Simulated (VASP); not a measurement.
# Pb (Fm-3m) in VASP: a series of runs

The runs below take Pb through relaxation of cell and atoms, with PBE.

Everything below comes from runs of VASP 6.6.1. Logs are shortened: lines on timing, memory, paths and dates and some standing lists are left out, and cuts for length are marked.

### 1 Starting point

Symmetry: Fm-3m, No. 225, cubic system. The conventional cell has a = 4.950 Å, b = 4.950 Å, c = 4.950 Å, α = 90.00°, β = 90.00°, γ = 90.00°. Around Pb (site symmetry m-3m) lie 12 Pb at 3.50 Å.

### 2 Relaxation of cell and atoms, PBE

INCAR reads:

```
PREC = Accurate
ENCUT = 520
EDIFF = 1E-6
ISMEAR = 0
SIGMA = 0.1
LREAL = False
LASPH = True
NELM = 120
ALGO = Normal
ISIF = 3
LWAVE = False
LCHARG = False
GGA = PE
IBRION = 2
NSW = 90
EDIFFG = -0.01
```

KPOINTS reads:

```
regular mesh
0
Gamma
  15 15 15
```

POSCAR reads:

```
Pb
1.0
    0.0000000000      2.4750200000      2.4750200000
    2.4750200000      0.0000000000      2.4750200000
    2.4750200000      2.4750200000      0.0000000000
Pb
1
Direct
    0.0000000000      0.0000000000      0.0000000000
```

Potentials or basis: VASP PAW PBE potentials, release 64 (Pb_d).

Launch:

```sh
$ cat potpaw_PBE.64/Pb_d/POTCAR > POTCAR
$ mpirun -np 1 vasp_std > vasp.out
```

OUTCAR:

```text
PREC = Accurate
   ENCUT = 520
   EDIFF = 1E-6
   ISMEAR = 0
   LREAL = False
   LASPH = True
   NELM = 120
   ISIF = 3
   GGA = PE
   IBRION = 2
   NSW = 90
   EDIFFG = -0.01

 ion  position               nearest neighbor table
   1  0.000  0.000  0.000-

  LATTYP: Found a face centered cubic cell.
 ALAT       =     4.9500400000

  Lattice vectors:

 A1 = (   0.0000000000,   2.4750200000,   2.4750200000)
 A2 = (   2.4750200000,   0.0000000000,   2.4750200000)
 A3 = (   2.4750200000,   2.4750200000,   0.0000000000)

Analysis of symmetry for initial positions (statically):
=====================================================================
 Subroutine PRICEL returns:
 Original cell was already a primitive cell.

 Routine SETGRP: Setting up the symmetry group for a
 face centered cubic supercell.

 Subroutine GETGRP returns: Found 48 space group operations
 (whereof 48 operations were pure point group operations)
 out of a pool of 48 trial point group operations.

The static configuration has the point symmetry O_h .

Analysis of symmetry for dynamics (positions and initial velocities):
=====================================================================
 Subroutine PRICEL returns:
 Original cell was already a primitive cell.

 Routine SETGRP: Setting up the symmetry group for a
 face centered cubic supercell.

 Subroutine GETGRP returns: Found 48 space group operations
 (whereof 48 operations were pure point group operations)
 out of a pool of 48 trial point group operations.

The dynamic configuration has the point symmetry O_h .

 Subroutine INISYM returns: Found 48 space group operations
 (whereof 48 operations are pure point group operations),
 and found     1 'primitive' translations

----------------------------------------------------------------------------------------

                                     Primitive cell

  volume of cell :      30.3226

  direct lattice vectors                    reciprocal lattice vectors
     0.000000000  2.475020000  2.475020000    -0.202018570  0.202018570  0.202018570
     2.475020000  0.000000000  2.475020000     0.202018570 -0.202018570  0.202018570
     2.475020000  2.475020000  0.000000000     0.202018570  0.202018570 -0.202018570

  length of vectors
     3.500206851  3.500206851  3.500206851     0.349906427  0.349906427  0.349906427

  position of ions in fractional coordinates (direct lattice)
     0.000000000  0.000000000  0.000000000

  ion indices of the primitive-cell ions
   primitive index   ion index
                 1           1

----------------------------------------------------------------------------------------

 KPOINTS: regular mesh

Automatic generation of k-mesh.
 Grid dimensions read from file:
 generate k-points for:   15   15   15

 Generating k-lattice:

  Cartesian coordinates                     Fractional coordinates (reciprocal lattice)
    -0.013467905  0.013467905  0.013467905     0.066666667  0.000000000  0.000000000
     0.013467905 -0.013467905  0.013467905     0.000000000  0.066666667  0.000000000
     0.013467905  0.013467905 -0.013467905     0.000000000  0.000000000  0.066666667

  Length of vectors
     0.023327095  0.023327095  0.023327095

  Shift w.r.t. Gamma in fractional coordinates (k-lattice)
     0.000000000  0.000000000  0.000000000

 Subroutine IBZKPT returns following result:
 ===========================================

 Found    120 irreducible k-points:

 Following reciprocal coordinates:
            Coordinates               Weight
  0.000000  0.000000  0.000000      1.000000
  0.066667  0.000000  0.000000      8.000000
  0.133333  0.000000  0.000000      8.000000
  0.200000  0.000000  0.000000      8.000000
  0.266667  0.000000  0.000000      8.000000
  0.333333  0.000000  0.000000      8.000000
[... 16 lines left out ...]
  0.133333  0.133333  0.000000      6.000000
  0.200000  0.133333  0.000000     24.000000
 [... further k-points ...]
   k-points           NKPTS =    120   k-points in BZ     NKDIM =    120   number of bands    NBANDS=     11
   number of dos      NEDOS =    301   number of ions     NIONS =      1
   total plane-waves  NPLWV =  21952
   dimension x,y,z NGX =    28 NGY =   28 NGZ =   28
   dimension x,y,z NGXF=    56 NGYF=   56 NGZF=   56
   ions per type =               1
   NGX,Y,Z   is equivalent  to a cutoff of  13.30, 13.30, 13.30 a.u.
   NGXF,Y,Z  is equivalent  to a cutoff of  26.60, 26.60, 26.60 a.u.
 SYSTEM =  unknown system
   PREC   = accura    normal or accurate (medium, high low for compatibility)
   ISTART =      0    job   : 0-new  1-cont  2-samecut
   ICHARG =      2    charge: 1-file 2-atom 10-const
   ISPIN  =      1    spin polarized calculation?
   LNONCOLLINEAR =      F non collinear calculations
   LSORBIT =      F    spin-orbit coupling
   LASPH  =      T    aspherical Exc in radial PAW
   ENCUT  =  520.0 eV  38.22 Ry    6.18 a.u.   6.51  6.51  6.51*2*pi/ulx,y,z
   NELM   =    120;   NELMIN=  2; NELMDL= -5     # of ELM steps
   EDIFF  = 0.1E-05   stopping-criterion for ELM
   LREAL  =      F    real-space projection
   EDIFFG = -.1E-01   stopping-criterion for IOM
   NSW    =     90    number of steps for IOM
   IBRION =      2    ionic relax: 0-MD 1-quasi-New 2-CG
   NFREE  =      1    steps in history (QN), initial steepest desc. (CG)
   ISIF   =      3    stress and relaxation
   ISYM   =      2    0-nonsym 1-usesym 2-fastsym
   POTIM  = 0.5000    time-step for ionic-motion
   TEBEG  =    0.0;   TEEND  =   0.0 temperature during run
   PSTRESS=    0.0 pullay stress
   NELECT =      14.0000    total number of electrons
   NUPDOWN=      -1.0000    fix difference up-down
   EMIN   =  10.00;   EMAX   =-10.00  energy-range for DOS
   EFERMI =   0.00;   METHOD = LEGACY
   ISMEAR =     0;   SIGMA  =   0.10  broadening in eV -4-tet -1-fermi 0-gaus
   EFERMI_NEDOS =   21; number of points for ismear=-14 and -15
   IALGO  =     38    algorithm
   IMIX   =      4    mixing-type and parameters
     AMIX     =   0.40;   BMIX     =  1.00
     AMIX_MAG =   1.60;   BMIX_MAG =  1.00
  volume/ion in A,a.u.               =      30.32       204.63
  Fermi-wavevector in a.u.,A,eV,Ry     =   1.265306  2.391081 21.782907  1.600999
  Thomas-Fermi vector in A             =   2.398566
   LORBIT       =      0    0 simple, 1 ext, 2 COOP (PROOUT), +10 PAW based schemes
   GGA     = PE    functional components
   LHFCALC =     F    Hartree Fock is set to
   AEXX    =    0.0000 exact exchange contribution
   IVDW    =     0    specifies the selected vdW correction
   LEPSILON=     F    determine dielectric tensor
   LRPA    =     F    only Hartree local field effects (RPA)
 conjugate gradient relaxation of ions
 non-spin polarized calculation
 Gauss-broadening in eV      SIGMA  =   0.10
  energy-cutoff  :      520.00
  volume of cell :       30.32
 maximum number of plane-waves:       869
 NGX is ok and might be reduce to    28
   NGX = 13   NGY = 13   NGZ = 13

--------------------------------------- Ionic step        1  -------------------------------------------

 number of electron      13.9999999 magnetization

 Free energy of the ion-electron system (eV)
  ---------------------------------------------------
  ext. energy  EPLUGINS =         0.00000000
  ---------------------------------------------------
  free energy    TOTEN  =        -3.55451423 eV

  energy without entropy =       -3.55139113  energy(sigma->0) =       -3.55295268

 E-fermi :   7.2387     XC(G=0): -10.1848

 val. band max:        7.2069219206   @ k =   0.4000   0.2667   0.0667
 cond. band min:       7.2573089039   @ k =   0.3333   0.3333   0.0000
 fundamental gap:      0.0503869833
 Fermi energy:         7.2387210616

 k-point     1 :       0.0000    0.0000    0.0000
  band No.  band energies     occupation
      1      -9.7908      2.00000
      2      -9.7908      2.00000
      3      -9.7908      2.00000
      4      -9.6510      2.00000
      5      -9.6510      2.00000
      6      -4.4723      2.00000
      7      14.7002      0.00000
      8      14.7002      0.00000
      9      14.7002      0.00000
     10      17.0453      0.00000
     11      18.6226      0.00000

 k-point     2 :       0.0667    0.0000    0.0000
  band No.  band energies     occupation
      1      -9.7908      2.00000
      2      -9.7842      2.00000
      3      -9.7842      2.00000
      4      -9.6515      2.00000
      5      -9.6515      2.00000
      6      -4.3868      2.00000
      7      13.6344      0.00000
      8      14.5917      0.00000
      9      14.5917      0.00000
     10      16.8364      0.00000
     11      19.1032      0.00000

 k-point     3 :       0.1333    0.0000    0.0000
  band No.  band energies     occupation
      1      -9.7918      2.00000
      2      -9.7688      2.00000
      3      -9.7688      2.00000
      4      -9.6498      2.00000
      5      -9.6498      2.00000
      6      -4.1298      2.00000
      7      11.6359      0.00000
      8      14.3106      0.00000
      9      14.3106      0.00000
     10      16.5681      0.00000
     11      19.8617      0.00000
[... 342 lines left out ...]
 VOLUME and BASIS-vectors are now :
 -----------------------------------------------------------------------------
  energy-cutoff  :      520.00
  volume of cell :       32.29
      direct lattice vectors                 reciprocal lattice vectors
    -0.000000000  2.527346831  2.527346831    -0.197835926  0.197835926  0.197835926
     2.527346831 -0.000000000  2.527346831     0.197835926 -0.197835926  0.197835926
     2.527346831  2.527346831 -0.000000000     0.197835926  0.197835926 -0.197835926

 POSITION                                       TOTAL-FORCE (eV/Angst)
 -----------------------------------------------------------------------------------
      2.52735      2.52735      5.05469         0.000000     -0.000000      0.000000
 -----------------------------------------------------------------------------------
    total drift:                                0.000000     -0.000000      0.000000

  FREE ENERGIE OF THE ION-ELECTRON SYSTEM (eV)
  ---------------------------------------------------
  free  energy   TOTEN  =        -3.5654004028 eV

  energy  without entropy=       -3.5626959418  energy(sigma->0) =       -3.56404817

--------------------------------------- Ionic step        3  -------------------------------------------

 number of electron      14.0000003 magnetization

 Free energy of the ion-electron system (eV)
  ---------------------------------------------------
  ext. energy  EPLUGINS =         0.00000000
  ---------------------------------------------------
  free energy    TOTEN  =        -3.56581600 eV

  energy without entropy =       -3.56297270  energy(sigma->0) =       -3.56439435

 E-fermi :   6.6581     XC(G=0):  -9.9366

 val. band max:        6.6449839703   @ k =  -0.4667   0.3333   0.0000
 cond. band min:       6.7421028138   @ k =  -0.2667   0.2667   0.0000
 fundamental gap:      0.0971188435
 Fermi energy:         6.6580586252

 k-point     1 :       0.0000    0.0000    0.0000
  band No.  band energies     occupation
      1     -10.3274      2.00000
      2     -10.3274      2.00000
      3     -10.3274      2.00000
      4     -10.2086      2.00000
      5     -10.2086      2.00000
      6      -4.6999      2.00000
      7      13.7226      0.00000
      8      13.7226      0.00000
      9      13.7226      0.00000
     10      16.4367      0.00000
     11      17.3909      0.00000

 k-point     2 :       0.0667    0.0000    0.0000
  band No.  band energies     occupation
      1     -10.3273      2.00000
      2     -10.3218      2.00000
      3     -10.3218      2.00000
      4     -10.2090      2.00000
      5     -10.2090      2.00000
      6      -4.6190      2.00000
      7      12.7077      0.00000
      8      13.6207      0.00000
      9      13.6207      0.00000
     10      16.1856      0.00000
     11      17.9139      0.00000

 k-point     3 :       0.1333    0.0000    0.0000
  band No.  band energies     occupation
      1     -10.3276      2.00000
      2     -10.3086      2.00000
      3     -10.3086      2.00000
      4     -10.2073      2.00000
      5     -10.2073      2.00000
      6      -4.3763      2.00000
      7      10.8073      0.00000
      8      13.3566      0.00000
      9      13.3566      0.00000
     10      15.8451      0.00000
     11      18.7906      0.00000
[... 307 lines left out ...]
 VOLUME and BASIS-vectors are now :
 -----------------------------------------------------------------------------
  energy-cutoff  :      520.00
  volume of cell :       31.95
      direct lattice vectors                 reciprocal lattice vectors
    -0.000000000  2.518478055  2.518478055    -0.198532601  0.198532601  0.198532601
     2.518478055 -0.000000000  2.518478055     0.198532601 -0.198532601  0.198532601
     2.518478055  2.518478055 -0.000000000     0.198532601  0.198532601 -0.198532601

 POSITION                                       TOTAL-FORCE (eV/Angst)
 -----------------------------------------------------------------------------------
      0.00000      0.00000     -0.00000        -0.000000     -0.000000     -0.000000
 -----------------------------------------------------------------------------------
    total drift:                               -0.000000     -0.000000     -0.000000

  FREE ENERGIE OF THE ION-ELECTRON SYSTEM (eV)
  ---------------------------------------------------
  free  energy   TOTEN  =        -3.5658160049 eV

  energy  without entropy=       -3.5629727023  energy(sigma->0) =       -3.56439435

 reached required accuracy - stopping structural energy minimisation
```

Wall time 45 s (1 thread of Intel Xeon Platinum 8488C (Sapphire Rapids), shared host); peak memory 0.19 GiB.

Results:

- Free energy: -3.5658 eV
- Relaxed volume: 31.95 Å³/atom
- Relaxed cell: a = 3.562 Å, b = 3.562 Å, c = 3.562 Å, α = 60.00°, β = 60.00°, γ = 60.00°
- Space group after relaxing (to 0.05 Å): Fm-3m (No. 225)
- Energy gained by relaxing: 11.3 meV/atom
- Ionic steps: 3
- Pressure after relaxing: 0.0 GPa
- Band gap on the k mesh: none (metal or under the smearing width)

Step by step:
```
step  energy change (eV)  largest force (eV/Å)  pressure (GPa)  volume (Å³)
   1              0.0000                0.0000            2.32        30.32
   2             -0.0109                0.0000           -0.42        32.29
   3             -0.0113                0.0000            0.02        31.95
```

Final structure:
```
Pb
1.0
     0.00000    2.51848    2.51848
     2.51848    0.00000    2.51848
     2.51848    2.51848    0.00000
Pb
1
Direct
  0.00000 0.00000 0.00000
```

The run has no spin-orbit coupling, so splittings on Pb are missing. Zero-point motion and thermal expansion aren't in these numbers.

### 3 Relaxation of cell and atoms, PBE

This run uses another cell than the first one, of 31.95 Å³/atom, 1.054 times its volume.

Edit INCAR of step 2 so:

```diff
@@ -2,3 +2,3 @@
 ENCUT = 520
-EDIFF = 1E-6
+EDIFF = 1E-7
 ISMEAR = 0
@@ -14,3 +14,4 @@
 IBRION = 2
-NSW = 90
-EDIFFG = -0.01
+NSW = 60
+EDIFFG = -0.005
+POTIM = 0.3
```

KPOINTS is that of step 2.

POSCAR reads:

```
Pb                                      
1.0
   -0.0000000000      2.5184780553      2.5184780553
    2.5184780553     -0.0000000000      2.5184780553
    2.5184780553      2.5184780553     -0.0000000000
  Pb            
     1
Direct
     0.0000000000000000    0.0000000000000000    0.0000000000000000
```

Potentials or basis: VASP PAW PBE potentials, release 64 (Pb_d).

Launch:

```sh
$ cat potpaw_PBE.64/Pb_d/POTCAR > POTCAR
$ mpirun -np 1 vasp_std > vasp.out
```

It took 20 s on 1 thread of Intel Xeon Platinum 8488C (Sapphire Rapids), shared host; peak memory 0.18 GiB.

Results (log left out):

| Item | Value |
| --- | --- |
| Free energy | -3.5666 eV |
| Pressure after relaxing | 0.0 GPa |
| Band gap on the k mesh | none (metal or under the smearing width) |

Final structure:
```
CELL_PARAMETERS angstrom
0.00000 2.51848 2.51848
2.51848 0.00000 2.51848
2.51848 2.51848 0.00000
ATOMIC_POSITIONS crystal
Pb 0.00000 0.00000 0.00000
```

Levels at points of the mesh, in eV from the Fermi level:
```
           k point  band 3  band 4  band 5  band 6  band 7  band 8  band 9  band 10  band 11
(0.00, 0.00, 0.00)  -16.99  -16.87  -16.87  -11.36    7.06    7.06    7.06     9.78    10.73
```

Caveat: the relaxation stopped at its first step, so nothing moved.
